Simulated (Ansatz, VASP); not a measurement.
# Al in VASP and in Ansatz

Contents of INCAR:

```
  PREC = Accurate
  ENCUT = 520
  EDIFF = 1E-7
  ISMEAR = -1
  SIGMA = 0.05
  LREAL = F
  LASPH = T
  NELM = 100
  ALGO = Normal
  ISIF = 2
  LWAVE = F
  LCHARG = F
  GGA = PS
  NBANDS = 8
```

Contents of KPOINTS:

```
regular mesh
0
Gamma
  11 11 11
```

Contents of POSCAR:

```
Al
1.0
    0.0000000000      2.0645171409      2.0645171409
    2.0645171409      0.0000000000      2.0645171409
    2.0645171409      2.0645171409      0.0000000000
Al
1
Direct
    0.0000000000      0.0000000000      0.0000000000
```

input.yaml

```yaml
crystal:
  lattice:
    - [0.0, 2.0645171409, 2.0645171409]
    - [2.0645171409, 0.0, 2.0645171409]
    - [2.0645171409, 2.0645171409, 0.0]
  atoms:
    - { symbol: Al, position: [0.0, 0.0, 0.0] }
hamiltonian:
  xc: pbesol
  pseudopotentials: { kind: paw }
kpoints:
  mp_grid: { grid: [11, 11, 11] }
scf:
  occupations: { method: fermi_dirac, width: 0.05 }
output:
  forces: true
  stress: true
  eigenvalues: true
  write_density: true
  write_potential: true
  elf: true
  volumetric_format: npy
```

Change from the starting cell: volume scaled by 1.06.

Alike in both runs: task single point; functional PBEsol; k mesh 11 × 11 × 11; occupations fermi-dirac, width 0.05 eV; no spin polarisation.

|  | VASP | Ansatz |
| --- | --- | --- |
| version | VASP 6.6.1 | Ansatz 0.2.0 |
| potentials or method | VASP PAW PBE potentials, release 64 (Al) | Ansatz PAW |
| plane-wave cutoff (eV) | 520 | 420 |
| valence electrons in the cell | 3 | 3 |

```csv
,VASP,Ansatz,Ansatz less VASP
gap on the k mesh at the Fermi level (eV),none,none,-
pressure (GPa),-5.7,-5.7,-0.04
```

A gap of «none» marks a metal or a gap that the smearing closes.

Caveats: the PAW data sets were made with another functional, which shifts forces and pressure a little (VASP); the PAW data sets come from PBE, with cores solved anew for the run's functional, which leaves a small shift of forces and pressure (Ansatz).
